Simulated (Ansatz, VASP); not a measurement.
Y in VASP and in Ansatz

```
CELL_PARAMETERS angstrom
0.00000 3.44774 3.44774
3.44774 0.00000 3.44774
3.44774 3.44774 0.00000
ATOMIC_POSITIONS crystal
Y 0.00000 0.00000 0.00000
Y 0.25000 0.25000 0.25000
```

Change from the starting cell: volume scaled by 0.9405.

Alike in both runs: task single point; functional PBE; k mesh 9 × 9 × 9; occupations fermi-dirac, width 0.05 eV; no spin polarisation.

|  | VASP | Ansatz |
| --- | --- | --- |
| version | VASP 6.6.1 | Ansatz 0.2.0 |
| potentials or method | VASP PAW PBE potentials, release 64 (Y_sv), cutoff 520 eV | all-electron LAPW, scalar-relativistic |

```tsv
	VASP	Ansatz	Ansatz less VASP
pressure (GPa)	0.9	0.9	+0.01
```

Ansatz ran all-electron here, so the differences hold the error of VASP's frozen core and of both bases.
